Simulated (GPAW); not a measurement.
Wanted: an ASE script for a GPAW 26.7.0 run.

```
Task                : relaxation of cell and atoms
Functional          : revPBE
Dispersion          : D3
Potentials or basis : the program's PAW data sets (release 1.2.1) made for this functional
Cutoff              : 600 eV
Basis               : pw
k mesh              : 5 × 5 × 3
Occupations         : fermi-dirac, width 0.05 eV
Spin                : no spin polarisation
Target pressure     : 2 GPa
Maxiter             : 150
Optimizer           : LBFGS
Fmax                : 0.01 eV/Å
Max steps           : 40
Target pressure     : 2 GPa
```

The structure of CdSe (Cadmoselite) lies in CdSe.cif:

```cif
data_CdSe
_cell_length_a 4.30000000
_cell_length_b 4.30000000
_cell_length_c 7.02000000
_cell_angle_alpha 90.00000000
_cell_angle_beta 90.00000000
_cell_angle_gamma 120.00000000
_space_group_name_H-M_alt 'P1'
_space_group_name_Hall 'P 1'
_space_group_IT_number 1
loop_
_space_group_symop_operation_xyz
'x,y,z'
loop_
_atom_site_label
_atom_site_type_symbol
_atom_site_symmetry_multiplicity
_atom_site_Wyckoff_symbol
_atom_site_fract_x
_atom_site_fract_y
_atom_site_fract_z
_atom_site_occupancy
Cd1 Cd 1 a 0.6666666667 0.3333333333 0.5000000000 1
Cd2 Cd 1 a 0.3333333333 0.6666666667 0.0000000000 1
Se1 Se 1 a 0.6666666667 0.3333333333 0.8850000000 1
Se2 Se 1 a 0.3333333333 0.6666666667 0.3850000000 1
```

These files were run (other wordings do the same):

run.py

```python
from ase.calculators.mixing import SumCalculator
from ase.filters import FrechetCellFilter
from ase.io import read, write
from ase.optimize import LBFGS
from ase.units import GPa
from dftd3.ase import DFTD3
from gpaw import GPAW, PW

atoms = read('CdSe.cif')

calc = GPAW(mode=PW(600),
            xc='revPBE',
            kpts={'size': (5, 5, 3), 'gamma': True},
            occupations={'name': 'fermi-dirac', 'width': 0.05},
            nbands=31,
            convergence={'density': 1e-05, 'energy': 1e-05},
            maxiter=150,
            txt='gpaw.txt')
atoms.calc = SumCalculator([calc, DFTD3(method='revpbe', damping='d3zero')])
opt = LBFGS(FrechetCellFilter(atoms, scalar_pressure=2 * GPa), trajectory='relax.traj', logfile='-')
done = opt.run(fmax=0.01, steps=40)
calc.write('gs.gpw')
write('result.traj', atoms)
print('Converged:', done)
print('Cell:', atoms.cell.cellpar().round(4))
print('Volume:', round(atoms.get_volume(), 4))
print(atoms.get_scaled_positions().round(5))
```

Potentials or basis: the program's PAW data sets (release 1.2.1) made for this functional, pw.

Run with:

```sh
$ OMP_NUM_THREADS=1 python run.py
```

It gave:

```json
{"Relaxed volume": "27.06 Å³/atom", "Relaxed cell": "a = 4.260 Å, b = 4.260 Å, c = 6.887 Å, α = 90.00°, β = 90.00°, γ = 120.00°", "Space group after relaxing (to 0.05 Å)": "P6_3mc (No. 186)", "Energy change on relaxing (the enthalpy is what falls)": "+1.5 meV/atom", "Ionic steps": "7", "Pressure after relaxing": "2.0 GPa", "Largest force after relaxing": "0.003 eV/Å", "Band gap on the k mesh": "0.89 eV, direct", "Dispersion energy per atom": "-0.491 eV"}
```

Caveat: later steps reuse the first step's grids.

Wall time 95 s on 1 thread of Intel(R) Xeon(R) Platinum 8488C (Sapphire Rapids) (shared host), peak memory 0.25 GiB.
